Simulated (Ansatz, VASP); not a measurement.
## Al5As: VASP beside Ansatz

File INCAR:

```
PREC     = Accurate       # precision mode
ENCUT    = 600            # plane-wave cutoff, eV
EDIFF    = 1E-6           # SCF threshold, eV
ISMEAR   = 0              # smearing method
SIGMA    = 0.1            # smearing width, eV
LREAL    = False          # projectors in reciprocal space
LASPH    = True           # aspherical terms in the spheres
NELM     = 100            # most SCF steps
ALGO     = Normal         # electronic algorithm
ISIF     = 3              # what is computed and relaxed
LWAVE    = False          # write WAVECAR
LCHARG   = False          # write CHGCAR
GGA      = PE             # functional
IBRION   = 2              # ionic algorithm
NSW      = 100            # ionic steps
EDIFFG   = -0.01          # ionic threshold
```

The input KPOINTS:

```
Automatic mesh
0
Gamma
  10 10 10
```

File POSCAR:

```
Al5As
1.0
    0.0000000000      3.7643922999      3.7643922999
    3.7643922999      0.0000000000      3.7643922999
    3.7643922999      3.7643922999      0.0000000000
Al As
5 1
Direct
    0.6241099723      0.6241099723      0.6241099723
    0.1276700831      0.6241099723      0.6241099723
    0.6241099723      0.6241099723      0.1276700831
    0.6241099723      0.1276700831      0.6241099723
    0.2500000000      0.2500000000      0.2500000000
    0.0000000000      0.0000000000      0.0000000000
```

Input for Ansatz:

```yaml
crystal:
  lattice:
    - [0.0, 3.7643922999, 3.7643922999]
    - [3.7643922999, 0.0, 3.7643922999]
    - [3.7643922999, 3.7643922999, 0.0]
  atoms:
    - { symbol: Al, position: [0.6241099723, 0.6241099723, 0.6241099723] }
    - { symbol: Al, position: [0.1276700831, 0.6241099723, 0.6241099723] }
    - { symbol: Al, position: [0.6241099723, 0.6241099723, 0.1276700831] }
    - { symbol: Al, position: [0.6241099723, 0.1276700831, 0.6241099723] }
    - { symbol: Al, position: [0.25, 0.25, 0.25] }
    - { symbol: As, position: [0.0, 0.0, 0.0] }
basis:
  ecutwfc: 420
kpoints:
  mp_grid: { grid: [10, 10, 10] }
hamiltonian:
  xc: pbe
scf:
  occupations: { method: gaussian, width: 0.1 }
output:
  forces: true
  stress: true
  eigenvalues: true
relax:
  adjacent_minimum: "off"
  f_tol: 0.01
  max_steps: 80
  cell: { stress_tol: 0.05 }
```

Change from the starting cell: species swapped into the TmCu5 type (F-43m, No. 216).

Alike in both runs: task relaxation of cell and atoms; functional PBE; k mesh 10 × 10 × 10; occupations gaussian, width 0.1 eV; no spin polarisation.

|  | VASP | Ansatz |
| --- | --- | --- |
| version | VASP 6.6.1 | Ansatz 0.2.0 |
| potentials or method | VASP PAW PBE potentials, release 64 (Al, As) | scalar-relativistic, plane waves, PAW |
| plane-wave cutoff (eV) | 600 | 420 |
| valence electrons in the cell | 20 | 30 |

Ansatz gave:

| Item | Value |
| --- | --- |
| gap on the k mesh at the Fermi level, each at its own relaxed structure (eV) | none |
| relaxed volume (Å³/atom) | 17.83 |
| relaxed cell length with the largest relative difference (Å) | 5.329 |

Task: Which values does VASP return?

Result: gap on the k mesh at the Fermi level, each at its own relaxed structure (eV): none; relaxed volume (Å³/atom): 17.84; relaxed cell length with the largest relative difference (Å): 5.330.

A gap of «none» marks a metal or a gap that the smearing closes. The two sets of potentials don't hold the same shells in valence.

Caveats: the bands computed are all filled at some k points, so no gap is given.
